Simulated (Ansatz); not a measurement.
## HfSi$_{2}$: reading a single point

```yaml
crystal:
  lattice:
    - [3.72513, 0.00000, 0.00000]
    - [1.86256, -7.39040, 0.00000]
    - [0.00000, 0.00000, -3.69368]
  atoms:
    - { symbol: Si, position: [0.44100, 0.11800, 0.75000] }
    - { symbol: Si, position: [0.55900, 0.88200, 0.25000] }
    - { symbol: Hf, position: [0.10600, 0.78800, 0.75000] }
    - { symbol: Hf, position: [0.89400, 0.21200, 0.25000] }
    - { symbol: Si, position: [0.75000, 0.50000, 0.75000] }
    - { symbol: Si, position: [0.25000, 0.50000, 0.25000] }
```

Level: PBE, no spin polarisation; 420 eV; 8×8×8 Γ-centred mesh; fermi-dirac occupations (width 0.1 eV); Ansatz 0.2.0, fixed geometry.

(1) What happens at the Fermi level?

(2) Is it stable against the elements?

(3) Which atom feels the largest force, and which way?

(4) How is the charge shared?

Origin: a database entry at a rescaled volume.

## Answers

(1) It is a metal, with about 1.2 states/eV a cell as the mean within 0.25 eV of the Fermi level, mostly Hf d (50 %) and Si p (35 %).

(2) -0.55 eV an atom against the elements' usual phases (free molecules for gases, crystals otherwise, with no correction for O₂ or N₂), so it is bound against them; other compounds may still compete. Relaxing would lower it.

(3) The largest is on Si2 (and as large on other atoms): 0.65 eV/Å, components (0.00, -0.65, 0.00). It makes 47° with the line to a nearest neighbour, Si1 at 2.54 Å.

(4) Bader charges in e: Hf +1.37, Si -0.85 to -0.52. In the mean Hf gives up most and Si takes most.
